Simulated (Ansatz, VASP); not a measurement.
## Si in VASP and in Ansatz

The input INCAR:

```
SYSTEM = Si
PREC = Accurate ; ENCUT = 600
EDIFF = 1E-6 ; ISMEAR = -1
SIGMA = 0.05 ; LREAL = .False.
LASPH = .True. ; NELM = 100
ALGO = Normal ; ISIF = 3
LWAVE = .False. ; LCHARG = .False.
GGA = B5 ; ALDAX = 1.0
AGGAX = 1.0 ; AGGAC = 1.0
ALDAC = 0.0 ; IBRION = 2
NSW = 60 ; EDIFFG = -0.005
```

File KPOINTS:

```
regular mesh
0
Gamma
  8 8 8
  0 0 0
```

POSCAR

```
Si
1.0
    0.0000000000      2.7218511865      2.7218511865
    2.7218511865      0.0000000000      2.7218511865
    2.7218511865      2.7218511865      0.0000000000
Si
2
Direct
    0.5000000000      0.5000000000      0.5000000000
    0.7500000000      0.7500000000      0.7500000000
```

File input.yaml:

```yaml
crystal:
  lattice:
    - [0.0, 2.7218511865, 2.7218511865]
    - [2.7218511865, 0.0, 2.7218511865]
    - [2.7218511865, 2.7218511865, 0.0]
  atoms:
    - { symbol: Si, position: [0.5, 0.5, 0.5] }
    - { symbol: Si, position: [0.75, 0.75, 0.75] }
hamiltonian:
  xc: blyp
  pseudopotentials: { kind: paw }
kpoints:
  mp_grid: { grid: [8, 8, 8] }
scf:
  occupations: { method: fermi_dirac, width: 0.05 }
output:
  forces: true
  stress: true
  write_density: true
  write_potential: true
  elf: true
  volumetric_format: npy
relax:
  f_tol: 0.01
  max_steps: 40
  cell: { stress_tol: 0.05 }
```

Alike in both runs: task relaxation of cell and atoms; functional BLYP; k mesh 8 × 8 × 8; occupations fermi-dirac, width 0.05 eV; no spin polarisation.

|  | VASP | Ansatz |
| --- | --- | --- |
| version | VASP 6.6.1 | Ansatz 0.2.0 |
| potentials or method | VASP PAW PBE potentials, release 64 (Si) | Ansatz PAW |
| plane-wave cutoff (eV) | 600 | 420 |
| valence electrons in the cell | 8 | 8 |

|  | VASP | Ansatz | Ansatz less VASP |
| --- | --- | --- | --- |
| gap on the k mesh at the Fermi level, each at its own relaxed structure (eV) | 0.92 | 0.91 | -0.011 |
| relaxed volume (Å³/atom) | 21.20 | 21.16 | -0.040 |
| relaxed cell length with the largest relative difference (Å) | 3.914 | 3.912 | -0.0025 |
| energy change over the relaxation (meV/atom) | -14 | -13 | +0.9 |

Caveats: the PAW data sets were made with another functional, which shifts forces and pressure a little (VASP); the plane-wave basis is chosen anew once the cell has moved, so the energies of steps on either side of that aren't comparable (Ansatz); the PAW data sets come from PBE, with cores solved anew for the run's functional, which leaves a small shift of forces and pressure (Ansatz). A k mesh can miss the band edges.
